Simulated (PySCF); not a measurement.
## Exact simulation of a proton spin system

Molecule: `C1=CCCC=C1`, C6H8.

Geometry:
```
atom   x (Å)   y (Å)   z (Å)
  C1   1.370   0.684  -0.317
  C2   0.206   1.309  -0.563
  C3  -1.093   0.562  -0.447
  C4  -1.024  -0.536   0.612
  C5   0.259  -1.314   0.527
  C6   1.385  -0.717   0.102
  H7   2.322   1.206  -0.449
  H8   0.194   2.345  -0.913
  H9  -1.925   1.249  -0.231
 H10  -1.321   0.113  -1.435
 H11  -1.087  -0.084   1.623
 H12  -1.896  -1.202   0.527
 H13   0.277  -2.351   0.878
 H14   2.333  -1.263   0.087
```

Calculated, not measured (PySCF 2.14): NMR shieldings at KT3/pcSseg-2/GIAO, PBE0-D3(BJ)/def2-SVP structure, J couplings at B3LYP/pcJ-1 (without the spin–dipole term). Relativity neglected, gas phase, rapidly exchanging positions averaged, one conformer.

Chemical shifts δ = σref − σ; TMS for 1H (σ = 31.35 ppm), all at this level.

Shifts (ppm): H7/H14 6.02, H8/H13 5.90, H9/H10/H11/H12 2.29.
Couplings (Hz): H7–H8, H13–H14: 10.9; H7–H9, H7–H10, H11–H14, H12–H14: -2.9; H7–H11, H7–H12, H9–H14, H10–H14: 0.7; H7–H13, H8–H14: 0.4; H7–H14: 6.0; H8–H9, H8–H10, H11–H13, H12–H13: 5.7; H8–H11, H8–H12, H9–H13, H10–H13: -1.0; H8–H13: 1.5; H9–H10, H11–H12: -19.8; H9–H11, H10–H12: 10.6; H9–H12, H10–H11: 14.1.

The 8-spin Hamiltonian (Zeeman plus full scalar coupling among like nuclei) was diagonalised exactly; lines are Lorentzian, 0.4 Hz wide, and the maxima above 3 % are listed with the tallest set to 100.

(1) Give the 1H peak list of this spin system at 60 MHz.

(2) And at 700 MHz?

(3) Among coupled protons with different shifts, which pair is furthest from first order, and how does the field change that?

Answers

(1) 
Hz from δ = 0 (height): 370.0 (3), 363.2 (6), 362.5 (4), 361.2 (9), 358.6 (96), 358.3 (100), 357.1 (53), 355.4 (25), 354.7 (11), 353.6 (9), 353.1 (10), 351.5 (6), 350.1 (4), 349.7 (5), 345.2 (3), 344.1 (3), 143.5 (3), 142.9 (3), 141.3 (5), 139.6 (30), 138.6 (74), 138.0 (62), 136.8 (91), 136.1 (88), 133.7 (4)

(2) 
δ in ppm (height): 6.035 (4), 6.034 (3), 6.033 (4), 6.032 (11), 6.030 (14), 6.029 (32), 6.027 (17), 6.026 (22), 6.024 (15), 6.023 (9), 6.022 (7), 6.022 (7), 6.020 (7), 6.019 (8), 6.018 (10), 6.017 (16), 6.016 (27), 6.014 (22), 6.012 (40), 6.011 (18), 6.009 (14), 6.008 (6), 6.007 (4), 6.006 (6), 5.917 (4), 5.914 (13), 5.913 (5), 5.912 (11), 5.911 (14), 5.910 (16), 5.909 (9), 5.908 (11), 5.908 (30), 5.907 (18), 5.906 (9), 5.904 (18), 5.903 (20), 5.902 (10), 5.901 (15), 5.900 (10), 5.899 (9), 5.898 (13), 5.897 (9), 5.896 (18), 5.895 (16), 5.893 (7), 5.892 (14), 5.891 (23), 5.891 (9), 5.890 (7), 5.889 (12), 5.888 (11), 5.888 (8), 5.886 (4), 5.886 (4), 5.885 (10), 2.299 (3), 2.298 (6), 2.295 (70), 2.293 (64), 2.292 (100), 2.291 (68), 2.290 (70), 2.289 (68), 2.288 (100), 2.287 (65), 2.285 (68), 2.282 (6), 2.281 (3)

(3) H7 and H8: Δν/J is about 0.7 at 60 MHz (strongly coupled) and 7.7 at 700 MHz (intermediate, with clear roofing). J in Hz doesn't depend on the field, while Δν in Hz grows in proportion to it. The system also holds chemically equivalent protons that couple differently to a partner (AA′BB′ or AA′XX′ type), and that part stays second order at any field.

Unscaled 3J(H,H) at this level run about 10 % above measured values.
